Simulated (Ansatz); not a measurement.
# Ge: the cost of one run

The runs shown are made with Ansatz 0.2.0. PAW datasets, plane waves. Spin-unpolarised throughout; all numbers are computed.

## (1) Starting point

The unstrained cell was relaxed with r2SCAN; in each strained cell the atoms were relaxed again with r2SCAN. Names of k-points are those of the unstrained zone, where strain can split equivalent points. First state: no strain.

The symmetry is P6_3/mmc (No. 194, hexagonal); a = 3.998 Å, c = 6.593 Å in the conventional setting, 22.81 Å³ an atom. Ge has 4 Ge at 2.45–2.47 Å.

Structure file:

```
CELL_PARAMETERS angstrom
3.99762 0.00000 0.00000
-1.99881 3.46204 0.00000
0.00000 0.00000 6.59282
ATOMIC_POSITIONS crystal
Ge 0.33333 0.66667 0.00037
Ge 0.66667 0.33333 0.50037
Ge 0.33333 0.66667 0.37463
Ge 0.66667 0.33333 0.87463
```

## (2) No strain: PBE

input.yaml

```yaml
crystal:
  lattice:
    - [3.9976152188, 0.0, 0.0]
    - [-1.9988076094, 3.462036334, 0.0]
    - [0.0, 0.0, 6.592819527]
  atoms:
    - { symbol: Ge, position: [0.3333333333, 0.6666666667, 0.0003695992] }
    - { symbol: Ge, position: [0.6666666667, 0.3333333333, 0.5003695992] }
    - { symbol: Ge, position: [0.3333333333, 0.6666666667, 0.3746304008] }
    - { symbol: Ge, position: [0.6666666667, 0.3333333333, 0.8746304008] }
kpoints:
  mp_grid: { grid: [12, 12, 4] }
  band_path:
    path:
      - [0.0, 0.0, 0.0]
      - [0.5, 0.0, 0.0]
      - [0.3333333333, 0.3333333333, 0.0]
      - [0.0, 0.0, 0.5]
      - [0.5, 0.0, 0.5]
      - [0.3333333333, 0.3333333333, 0.5]
      - [0.0, 0.0, -0.019002]
      - [-0.000977, 0.0, 0.144531]
    npoints: 1
hamiltonian:
  xc: pbe
scf:
  occupations: { method: fermi_dirac, width: 0.02 }
  n_extra_bands: 5
output:
  forces: true
  stress: true
  eigenvalues: true
```

The run is started by

```sh
$ ansatz run input.yaml --threads 4 --pin off --max-ram 4608MiB --backend cpu --events-out ev --progress --plain --runs-dir out
```

What time and memory should one allow on 4 threads of Arm Neoverse V2, shared host?

About 2.7 s, with a peak of 0.44 GiB.
